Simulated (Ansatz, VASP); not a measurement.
# Two plane-wave programs on NaH6

File INCAR:

```
PREC     = Accurate       # precision mode
ENCUT    = 600            # plane-wave cutoff, eV
EDIFF    = 1E-6           # SCF threshold, eV
ISMEAR   = 0              # smearing method
SIGMA    = 0.1            # smearing width, eV
LREAL    = F              # projectors in reciprocal space
LASPH    = T              # aspherical terms in the spheres
NELM     = 100            # most SCF steps
ALGO     = Normal         # electronic algorithm
ISIF     = 3              # what is computed and relaxed
LWAVE    = F              # write WAVECAR
LCHARG   = F              # write CHGCAR
GGA      = PE             # functional
IBRION   = 2              # ionic algorithm
NSW      = 100            # ionic steps
EDIFFG   = -0.01          # ionic threshold
```

Contents of KPOINTS:

```
regular mesh
0
Gamma
  10 10 10
```

POSCAR

```
NaH6
1.0
    4.0335261339      0.0000000000      0.0000000000
    0.0000000000      4.0335261339      0.0000000000
    0.0000000000      0.0000000000      4.0335261339
Na H
1 6
Direct
    0.0000000000      0.0000000000      0.0000000000
    0.1008307326      0.5000000000      0.5000000000
    0.5000000000      0.1008307326      0.5000000000
    0.8991692674      0.5000000000      0.5000000000
    0.5000000000      0.8991692674      0.5000000000
    0.5000000000      0.5000000000      0.1008307326
    0.5000000000      0.5000000000      0.8991692674
```

Input for Ansatz:

```yaml
crystal:
  lattice:
    - [4.0335261339, 0.0, 0.0]
    - [0.0, 4.0335261339, 0.0]
    - [0.0, 0.0, 4.0335261339]
  atoms:
    - { symbol: Na, position: [0.0, 0.0, 0.0] }
    - { symbol: H, position: [0.1008307326, 0.5, 0.5] }
    - { symbol: H, position: [0.5, 0.1008307326, 0.5] }
    - { symbol: H, position: [0.8991692674, 0.5, 0.5] }
    - { symbol: H, position: [0.5, 0.8991692674, 0.5] }
    - { symbol: H, position: [0.5, 0.5, 0.1008307326] }
    - { symbol: H, position: [0.5, 0.5, 0.8991692674] }
basis:
  ecutwfc: 420
kpoints:
  mp_grid: { grid: [10, 10, 10] }
hamiltonian:
  xc: pbe
scf:
  occupations: { method: gaussian, width: 0.1 }
output:
  forces: true
  stress: true
  eigenvalues: true
  write_density: true
  write_potential: true
  elf: true
  volumetric_format: npy
relax:
  adjacent_minimum: "off"
  f_tol: 0.01
  max_steps: 80
  cell: { stress_tol: 0.05 }
```

Change from the starting cell: species swapped into the YbB6 type (Pm-3m, No. 221).

Alike in both runs: task relaxation of cell and atoms; functional PBE; k mesh 10 × 10 × 10; occupations gaussian, width 0.1 eV; no spin polarisation.

```csv
,VASP,Ansatz
version,VASP 6.6.1,Ansatz 0.2.0
potentials or method,"VASP PAW PBE potentials, release 64 (Na_pv, H)","scalar-relativistic, plane waves, PAW"
plane-wave cutoff (eV),600,420
valence electrons in the cell,13,15
```

```tsv
	VASP	Ansatz	Ansatz less VASP
gap on the k mesh at the Fermi level, each at its own relaxed structure (eV)	none	none	-
relaxed volume (Å³/atom)	9.37	9.37	0.000
relaxed cell length with the largest relative difference (Å)	4.034	4.034	0.0000
```

A gap of «none» marks a metal or a gap that the smearing closes. The two sets of potentials don't hold the same shells in valence.

Caveats: the relaxation stopped at its first step, so nothing moved.
